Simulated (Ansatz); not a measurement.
# Cu (P6_3/mmc): equation of state with a fit in Python

Where is the equilibrium volume of Cu (P6_3/mmc), and how stiff is it? Aim: an equation of state with a fit, for Cu (P6_3/mmc), run from a script.

This is Cu in the hcp structure; at room conditions it is fcc.

Program: the Python package of Ansatz 0.2.0. Level of theory: DFT PBE, plane waves, PAW. These are calculated values, not measurements.

**1. Starting point**

It takes space group P6_3/mmc (No. 194, hexagonal). Conventional cell: a = 2.534 Å, b = 2.534 Å, c = 4.113 Å, α = 90.00°, β = 90.00°, γ = 120.00°. Cu (site symmetry -6m2) has 12 Cu at 2.52 to 2.53 Å as nearest neighbours.

No structure file is read: the coordinates are typed or built in the script.

**2. Script**

Input file run_eos.py:

```python
"""Bulk modulus of Cu from an E(V) curve."""

import ansatz as az
import numpy as np

VECTORS = np.array([
    [2.53409667, 0.0, 0.0],
    [-1.26704833, 2.19459209, 0.0],
    [0.0, 0.0, 4.112571],
])
SITES = [
    ("Cu", (1 / 3, 2 / 3, 0.25)),
    ("Cu", (2 / 3, 1 / 3, 0.75)),
]


def make_crystal(cell):
    crystal = az.Crystal(lattice=az.Lattice.of(cell))
    for symbol, position in SITES:
        crystal = crystal.atom(symbol, position)
    return crystal

# scale the volume, keep shape and fractions
volumes, energies = [], []
for scale in np.linspace(0.92, 1.08, 7):
    cell = VECTORS * scale ** (1 / 3)
    calculation = make_crystal(cell).calculation()
    calculation = calculation.functional("pbe")
    calculation = calculation.pseudopotentials("paw")
    calculation = calculation.basis(16 * az.Ha)
    calculation = calculation.occupations(az.OccupationsMethod.COLD, width=0.05).kpoints(10, 10, 6)
    data = calculation.run(threads=1).report
    volumes.append(abs(np.linalg.det(cell)) / len(SITES))
    energies.append(data["free_energy_ev"] / len(SITES))
    print(f"V = {volumes[-1]:8.4f} A^3/atom  F = {energies[-1]:.5f} eV/atom")

# third-order Birch-Murnaghan: a cubic in V^(-2/3)
x = np.array(volumes) ** (-2 / 3)
poly = np.polynomial.Polynomial.fit(x, energies, 3).convert()
roots = poly.deriv().roots()
x0 = min((r.real for r in roots if abs(r.imag) < 1e-9 and poly.deriv(2)(r.real) > 0), key=lambda r: abs(r - x.mean()))
v0 = x0 ** -1.5
b0 = 4 / 9 * poly.deriv(2)(x0) * v0 ** (-7 / 3) * 160.21766
b1 = 4 + 2 / 3 * x0 * poly.deriv(3)(x0) / poly.deriv(2)(x0)
print(f"V0 = {v0:.4f} A^3/atom, B0 = {b0:.1f} GPa, dB/dP = {b1:.2f}")
```

**3. The input behind the calls**

The package turns the script's settings into the engine's input (first run):

```yaml
crystal:
  lattice:
    - [2.4646341058004113, 0.0, 0.0]
    - [-1.2323170480372616, 2.134435744842286, 0.0]
    - [0.0, 0.0, 3.999840601631707]
  atoms:
    - { symbol: Cu, position: [0.3333333333333333, 0.6666666666666666, 0.25] }
    - { symbol: Cu, position: [0.6666666666666666, 0.3333333333333333, 0.75] }
basis:
  ecutwfc: 435.382179935808
kpoints:
  mp_grid:
    grid: [10, 10, 6]
hamiltonian:
  xc: pbe
  pseudopotentials:
    kind: paw
scf:
  occupations:
    method: cold
    width: 0.05
```

**4. Launch**

On the command line:

```
python run_eos.py
```

Log:

```text
V =  10.5208 A^3/atom  F = -6625.05653 eV/atom
V =  10.8257 A^3/atom  F = -6625.09777 eV/atom
V =  11.1307 A^3/atom  F = -6625.12685 eV/atom
V =  11.4356 A^3/atom  F = -6625.14553 eV/atom
V =  11.7406 A^3/atom  F = -6625.15532 eV/atom
V =  12.0455 A^3/atom  F = -6625.15745 eV/atom
V =  12.3505 A^3/atom  F = -6625.15307 eV/atom
V0 = 11.9861 A^3/atom, B0 = 138.9 GPa, dB/dP = 5.05
```

Run time: 14 s. Hardware: 1 thread, shared host.

**5. Inputs of later runs**

The engine's inputs for some of the other runs:

Run 2, against run 1:

```diff
@@ -3,3 +3,3 @@
-    - [2.4646341058004113, 0.0, 0.0]
-    - [-1.2323170480372616, 2.134435744842286, 0.0]
-    - [0.0, 0.0, 3.999840601631707]
+    - [2.488220554307143, 0.0, 0.0]
+    - [-1.244110272244089, 2.1548622084168048, 0.0]
+    - [0.0, 0.0, 4.038118914085263]
```

Run 3, against run 1:

```diff
@@ -3,3 +3,3 @@
-    - [2.4646341058004113, 0.0, 0.0]
-    - [-1.2323170480372616, 2.134435744842286, 0.0]
-    - [0.0, 0.0, 3.999840601631707]
+    - [2.5113681212622083, 0.0, 0.0]
+    - [-1.2556840556759497, 2.174908589418652, 0.0]
+    - [0.0, 0.0, 4.0756849681774145]
```

Run 4, against run 1:

```diff
@@ -3,3 +3,3 @@
-    - [2.4646341058004113, 0.0, 0.0]
-    - [-1.2323170480372616, 2.134435744842286, 0.0]
-    - [0.0, 0.0, 3.999840601631707]
+    - [2.53409667, 0.0, 0.0]
+    - [-1.26704833, 2.19459209, 0.0]
+    - [0.0, 0.0, 4.112571]
```

Lines on the test bed's own set-up are left out of the output.

**6. The runs side by side**

One row for each of the 7 runs:

| run | volume (Å³/atom) | energy from run 6 (meV/atom) | SCF cycles | CPU time (s) |
| --- | --- | --- | --- | --- |
| 1 | 10.521 | 100.92 | 5 | 2 |
| 2 | 10.826 | 59.68 | 5 | 1.5 |
| 3 | 11.131 | 30.60 | 5 | 1.7 |
| 4 | 11.436 | 11.92 | 5 | 1.9 |
| 5 | 11.741 | 2.13 | 5 | 1.7 |
| 6 | 12.046 | 0.00 | 5 | 1.4 |
| 7 | 12.350 | 4.38 | 5 | 1.8 |

Energies are free energies F = E - TS of the smeared occupations. 

**7. What came out**

| quantity | value |
| --- | --- |
| runs compared | 7 |
| range of energy | 100.92 meV/atom |
| lowest point, volume (Å³/atom) | 12.046 |
| equilibrium volume (fit) | 11.99 Å³/atom |
| bulk modulus (fit) | 139 GPa |

**Reading.** A third-order Birch-Murnaghan fit through the 7 points has its minimum at 11.99 Å³ an atom, 4.8 % above the typed cell, with a bulk modulus of 139 GPa and dB/dP = 5.1. From that minimum the energy rises by 101.1 meV an atom on the compressed side and 4.5 meV on the expanded side. The window is off centre, so dB/dP is rough. Shape and fractional positions are held along the curve, so the bulk modulus is an upper value where they are free to relax. For a metal this k-point mesh is coarse: on a finer one energies can move by several to tens of meV an atom and pressures by half a GPa or more, differences at one mesh by less. This isn't the structure that Cu takes at ambient conditions. Whether this is the phase that is stable at ambient conditions was not tested.
